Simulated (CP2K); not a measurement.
Runs of CP2K 2026.2 on Al. Symmetry: Fm-3m, No. 225, cubic system. The conventional cell has a = 4.050 Å, b = 4.050 Å, c = 4.050 Å, α = 90.00°, β = 90.00°, γ = 90.00°. Around Al (site symmetry m-3m) lie 12 Al at 2.86 Å. 

```csv
task,level,potentials or basis,smearing,EPS_DEFAULT,NGRIDS,basis sets,potentials,points a segment of the path (NPOINTS),gap on the mesh (eV),pressure (GPa),V0 of scaled cells (Å³/atom),B0 (GPa)
band structure,TB-mBJ,POTENTIAL_UZH Al GTH-PBE-q3; TZVP-MOLOPT-PBE-GTH basis,fermi-dirac 0.01 eV,1.0E-9,4,Al TZVP-MOLOPT-PBE-GTH-q3,Al GTH-PBE-q3 of POTENTIAL_UZH,6,none,-,-,-
equation of state,LDA,GTH_POTENTIALS Al GTH-PADE-q3; TZVP-MOLOPT-PBE-GTH basis,fermi-dirac 0.0259 eV,1.0E-10,4,Al TZVP-MOLOPT-PBE-GTH-q3,Al GTH-PADE-q3 of GTH_POTENTIALS,-,-,-,15.69,85
equation of state,LDA,GTH_POTENTIALS Al GTH-PADE-q3; TZVP-MOLOPT-PBE-GTH basis,fermi-dirac 0.1 eV,1.0E-10,4,Al TZVP-MOLOPT-PBE-GTH-q3,Al GTH-PADE-q3 of GTH_POTENTIALS,-,-,-,(a),85
equation of state,PBEsol,POTENTIAL_UZH Al GTH-PBE-q3; TZVP-MOLOPT-PBE-GTH basis,fermi-dirac 0.05 eV,1.0E-10,4,Al TZVP-MOLOPT-PBE-GTH-q3,Al GTH-PBE-q3 of POTENTIAL_UZH,-,-,-,16.47,81
band structure,PBEsol,POTENTIAL_UZH Al GTH-PBE-q3; TZVP-MOLOPT-PBE-GTH basis,fermi-dirac 0.05 eV,1.0E-9,5,Al TZVP-MOLOPT-PBE-GTH-q3,Al GTH-PBE-q3 of POTENTIAL_UZH,8,none,-0.7,-,-
equation of state,PBE,POTENTIAL_UZH Al GTH-PBE-q3; TZVP-MOLOPT-PBE-GTH basis,fermi-dirac 0.05 eV,1.0E-10,5,Al TZVP-MOLOPT-PBE-GTH-q3,Al GTH-PBE-q3 of POTENTIAL_UZH,-,-,-,16.45,80
equation of state,LDA,GTH_POTENTIALS Al GTH-PADE-q3; TZVP-MOLOPT-PBE-GTH basis,fermi-dirac 0.1 eV,1.0E-9,4,Al TZVP-MOLOPT-PBE-GTH-q3,Al GTH-PADE-q3 of GTH_POTENTIALS,-,-,-,15.69,87
single point,PBEsol,POTENTIAL_UZH Al GTH-PBE-q3; TZVP-MOLOPT-PBE-GTH basis,fermi-dirac 0.05 eV,1.0E-10,4,Al TZVP-MOLOPT-PBE-GTH-q3,Al GTH-PBE-q3 of POTENTIAL_UZH,-,none,-0.7,-,-
band structure,LDA,GTH_POTENTIALS Al GTH-PADE-q3; TZVP-MOLOPT-PBE-GTH basis,fermi-dirac 0.0259 eV,1.0E-9,5,Al TZVP-MOLOPT-PBE-GTH-q3,Al GTH-PADE-q3 of GTH_POTENTIALS,6,none,-4.3,-,-
band structure,PBE,POTENTIAL_UZH Al GTH-PBE-q3; TZVP-MOLOPT-PBE-GTH basis,fermi-dirac 0.05 eV,1.0E-10,5,Al TZVP-MOLOPT-PBE-GTH-q3,Al GTH-PBE-q3 of POTENTIAL_UZH,10,none,-0.7,-,-
band structure,r2SCAN,POTENTIAL_UZH Al GTH-SCAN-q3; TZVP-MOLOPT-SCAN-GTH basis,fermi-dirac 0.0259 eV,1.0E-9,5,Al TZVP-MOLOPT-SCAN-GTH-q3,Al GTH-SCAN-q3 of POTENTIAL_UZH,10,none,(b),-,-
```

Alike in all rows: no spin polarisation; cell as given; k mesh 11 × 11 × 11.

Q: Fill in the values left out.

A: (a) 15.68; (b) -3.6.

Caveats: the basis of atomic orbitals isn't converged, which shifts pressures, moduli and gaps; the potentials were made for another functional, which shifts forces and pressure (some runs); this is a model potential without an energy functional, so only levels have meaning (some runs).

A k mesh can miss the band edges.

A gap of «none» marks a metal or a gap under the smearing width.

Not every run made on this cell is shown here.
